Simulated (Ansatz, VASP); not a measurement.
One calculation of TaN, two programs

The input INCAR:

```
  PREC = Accurate
  ENCUT = 520
  EDIFF = 1E-6
  ISMEAR = -1
  SIGMA = 0.05
  LREAL = False
  LASPH = True
  NELM = 80
  ALGO = Normal
  ISIF = 2
  LWAVE = False
  LCHARG = False
  GGA = PE
  NBANDS = 24
```

The input KPOINTS:

```
regular mesh
0
Gamma
  8 8 6
```

The input POSCAR:

```
TaN
1.0
    3.3297326343      0.0000000000      0.0000000000
    0.0000000000      3.3297326343      0.0000000000
    0.0000000000      0.0000000000      4.8753644943
Ta N
2 2
Direct
    0.0000000000      0.0000000000      0.0000000000
    0.5000000000      0.5000000000      0.0000000000
    0.5000000000      0.0000000000      0.2670000000
    0.0000000000      0.5000000000      0.7330000000
```

The input input.yaml:

```yaml
crystal:
  lattice:
    - [3.3297326343, 0.0, 0.0]
    - [0.0, 3.3297326343, 0.0]
    - [0.0, 0.0, 4.8753644943]
  atoms:
    - { symbol: Ta, position: [0.0, 0.0, 0.0] }
    - { symbol: Ta, position: [0.5, 0.5, 0.0] }
    - { symbol: "N", position: [0.5, 0.0, 0.267] }
    - { symbol: "N", position: [0.0, 0.5, 0.733] }
hamiltonian:
  xc: pbe
  pseudopotentials: { kind: paw }
kpoints:
  mp_grid: { grid: [8, 8, 6] }
scf:
  occupations: { method: fermi_dirac, width: 0.05 }
output:
  forces: true
  stress: true
  eigenvalues: true
```

The cell was built by a generator and needn't be a form met in nature.

Alike in both runs: task single point; functional PBE; k mesh 8 × 8 × 6; occupations fermi-dirac, width 0.05 eV; no spin polarisation.

```csv
,VASP,Ansatz
version,VASP 6.6.1,Ansatz 0.2.0
potentials or method,"VASP PAW PBE potentials, release 64 (Ta_pv, N)",Ansatz PAW
plane-wave cutoff (eV),520,420
valence electrons in the cell,32,36
```

```csv
,VASP,Ansatz,Ansatz less VASP
gap on the k mesh at the Fermi level (eV),none,none,-
rms of the force components (eV/Å),0.537,0.584,+0.0466
```

Atom by atom the forces differ by 0.047 eV/Å (rms over components). A gap of «none» marks a metal or a gap that the smearing closes. The functional is the same, so the differences come from potentials, cutoffs and numerics. The two sets of potentials don't hold the same shells in valence.

Caveats: forces of over 1 eV/Å show positions far from the minimum, so gaps and moduli don't describe the material at rest. Spin-orbit coupling is left out, which matters for the levels of Ta.
